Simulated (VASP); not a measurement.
Level of theory: TPSS meta-GGA, VASP's PBE PAW potentials (set 64) (plane waves; VASP).

The input files of a VASP run:

KPOINTS:
```
Automatic mesh
0
G
 8 8 8
0 0 0
```

### POSCAR
```
ZrO2
1
    0.0000000000     2.5002328528     2.5002328528
    2.5002328528     0.0000000000     2.5002328528
    2.5002328528     2.5002328528     0.0000000000
Zr O
1 2
Direct
  0.0000000000   0.0000000000   0.0000000000
  0.2500000000   0.2500000000   0.2500000000
  0.7500000000   0.7500000000   0.7500000000
```

**INCAR**
```
ALGO = Normal
EDIFF = 1E-7
ENCUT = 520
ISIF = 2
ISMEAR = 0
LASPH = T
LCHARG = F
LMAXMIX = 4
LMIXTAU = T
LREAL = F
LWAVE = F
METAGGA = TPSS
NELM = 100
PREC = Accurate
SIGMA = 0.05
SYSTEM = ZrO2
```

POTCAR, in this order: Zr_sv O (PBE.64 set). Program: vasp_std.

The resulting files:

File OSZICAR:
```
       N       E                     dE             d eps       ncg     rms          rms(c)
DAV:   1     0.283804650094E+03    0.28380E+03   -0.19389E+04   928   0.243E+03
DAV:   2     0.467325216360E+02   -0.23707E+03   -0.23191E+03  1216   0.444E+02
DAV:   3     0.328796451390E+02   -0.13853E+02   -0.13822E+02  1264   0.124E+02
DAV:   4     0.326131236185E+02   -0.26652E+00   -0.26647E+00  1336   0.169E+01
DAV:   5     0.326108088378E+02   -0.23148E-02   -0.23147E-02  1288   0.135E+00    0.494E+01
DAV:   6    -0.437537807792E+02   -0.76365E+02   -0.30149E+02   928   0.229E+02    0.135E+01
DAV:   7    -0.420228399108E+02    0.17309E+01   -0.15112E+01  1168   0.393E+01    0.638E+00
DAV:   8    -0.417975479570E+02    0.22529E+00   -0.13165E+00  1344   0.871E+00    0.369E+00
DAV:   9    -0.417000717300E+02    0.97476E-01   -0.13696E+00  1536   0.860E+00    0.180E+00
DAV:  10    -0.418309431841E+02   -0.13087E+00   -0.13802E-01  1432   0.444E+00    0.111E+00
DAV:  11    -0.418286565873E+02    0.22866E-02   -0.32177E-02  1056   0.198E+00    0.621E-01
DAV:  12    -0.418453916058E+02   -0.16735E-01   -0.52287E-02  1296   0.205E+00    0.128E-01
DAV:  13    -0.418552084316E+02   -0.98168E-02   -0.77241E-03  1024   0.929E-01    0.730E-02
DAV:  14    -0.418557678176E+02   -0.55939E-03   -0.71448E-04  1088   0.260E-01    0.260E-02
DAV:  15    -0.418558956548E+02   -0.12784E-03   -0.14881E-04  1112   0.122E-01    0.123E-02
DAV:  16    -0.418559046872E+02   -0.90324E-05   -0.14888E-05  1232   0.413E-02    0.583E-03
DAV:  17    -0.418559055172E+02   -0.82998E-06   -0.44823E-06  1016   0.211E-02    0.158E-03
DAV:  18    -0.418559075244E+02   -0.20073E-05   -0.47469E-07  1040   0.820E-03    0.175E-03
DAV:  19    -0.418559071082E+02    0.41624E-06   -0.36814E-07  1104   0.531E-03    0.502E-04
DAV:  20    -0.418559074499E+02   -0.34170E-06   -0.46226E-08   648   0.256E-03    0.325E-04
DAV:  21    -0.418559073907E+02    0.59158E-07   -0.10055E-08   568   0.932E-04
   1 F= -.41855907E+02 E0= -.41855907E+02  d E =-.162996E-22
```

File OUTCAR:
```
------------------------ aborting loop because EDIFF is reached ----------------------------------------
  FORCE on cell =-STRESS in cart. coord.  units (eV):
  Direction    XX          YY          ZZ          XY          YZ          ZX
  --------------------------------------------------------------------------------------
  Total        3.4078147      3.4078147      3.4078147      0.0000000     -0.0000000     -0.0000000
  in kB      174.6687371    174.6687371    174.6687371      0.0000000     -0.0000000     -0.0000000
  external PRESSURE =     174.6687371 kB  Pullay stress =       0.0000000 kB
  volume of cell :       31.26
      direct lattice vectors                 reciprocal lattice vectors
     0.000000000  2.500232853  2.500232853    -0.199981374  0.199981374  0.199981374
     2.500232853  0.000000000  2.500232853     0.199981374 -0.199981374  0.199981374
     2.500232853  2.500232853  0.000000000     0.199981374  0.199981374 -0.199981374
 POSITION                                       TOTAL-FORCE (eV/Angst)
 -----------------------------------------------------------------------------------
      0.00000      0.00000      0.00000         0.000000      0.000000      0.000000
      1.25012      1.25012      1.25012        -0.000000     -0.000000      0.000000
      3.75035      3.75035      3.75035         0.000000      0.000000     -0.000000
 -----------------------------------------------------------------------------------
    total drift:                                0.000000      0.000000      0.000000
  FREE ENERGIE OF THE ION-ELECTRON SYSTEM (eV)
  ---------------------------------------------------
  free  energy   TOTEN  =       -41.8559073907 eV

  energy  without entropy=      -41.8559073907  energy(sigma->0) =      -41.85590739
```
(Selected blocks of OUTCAR.)

The compound is ZrO2 in the fluorite structure, the high-temperature cubic form, which is unstable at 0 K; the monoclinic form is the stable one. This cell is one point of a volume scan, at 0.94 of the reference volume.
